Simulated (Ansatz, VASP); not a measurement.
# C in VASP and in Ansatz

Contents of POSCAR:

```
C
1.0
    0.0000000000      1.9982420983      1.4127571635
    1.9982420983      0.0000000000      1.4127571635
    1.9982420983      1.9982420983      0.0000000000
C
2
Direct
    0.5000000000      0.5000000000      0.5000000000
    0.7500000000      0.7500000000      0.7500000000
```

The input INCAR.step1:

```
ALGO = Normal ; EDIFF = 1E-4
ENCUT = 520 ; GGA = PE
ISMEAR = 0 ; LASPH = T
LCHARG = F ; LREAL = F
LWAVE = T ; NBANDS = 11
NELM = 60 ; PREC = Accurate
SIGMA = 0.05
```

Contents of INCAR.step2:

```
ALGO = Normal ; EDIFF = 1E-7
ENCUT = 520 ; ISIF = 2
ISMEAR = 0 ; ISTART = 1
LASPH = T ; LCHARG = T
LELF = T ; LMIXTAU = T
LREAL = F ; LVHAR = T
LWAVE = F ; METAGGA = R2SCAN
NBANDS = 11 ; NELM = 60
PREC = Accurate ; SIGMA = 0.05
```

The input KPOINTS:

```
k-points
0
Gamma
  12 12 12
```

Input for Ansatz:

```yaml
crystal:
  lattice:
    - [0.0, 1.9982420983, 1.4127571635]
    - [1.9982420983, 0.0, 1.4127571635]
    - [1.9982420983, 1.9982420983, 0.0]
  atoms:
    - { symbol: C, position: [0.5, 0.5, 0.5] }
    - { symbol: C, position: [0.75, 0.75, 0.75] }
basis:
  ecutwfc: 500
kpoints:
  mp_grid: { grid: [12, 12, 12] }
hamiltonian:
  xc: r2scan
scf:
  occupations: { method: gaussian, width: 0.05 }
output:
  forces: true
  stress: true
  eigenvalues: true
```

Alike in both runs: task single point; functional r2SCAN; k mesh 12 × 12 × 12; occupations gaussian, width 0.05 eV; no spin polarisation.

|  | VASP | Ansatz |
| --- | --- | --- |
| version | VASP 6.6.1 | Ansatz 0.2.0 |
| potentials or method | VASP PAW PBE potentials, release 64 (C) | scalar-relativistic, plane waves, PAW |
| plane-wave cutoff (eV) | 520 | 500 |
| valence electrons in the cell | 8 | 8 |

VASP gave:

- gap on the k mesh at the Fermi level (eV): none
- pressure (GPa): 2.9
- largest component of the traceless stress (GPa): 131.51

Task: What did Ansatz give for the same quantities?

Result: gap on the k mesh at the Fermi level (eV): none; pressure (GPa): 1.9; largest component of the traceless stress (GPa): 131.77.

A gap of «none» marks a metal or a gap that the smearing closes.

Caveats: the PAW data sets were made with another functional, which shifts forces and pressure a little (VASP).
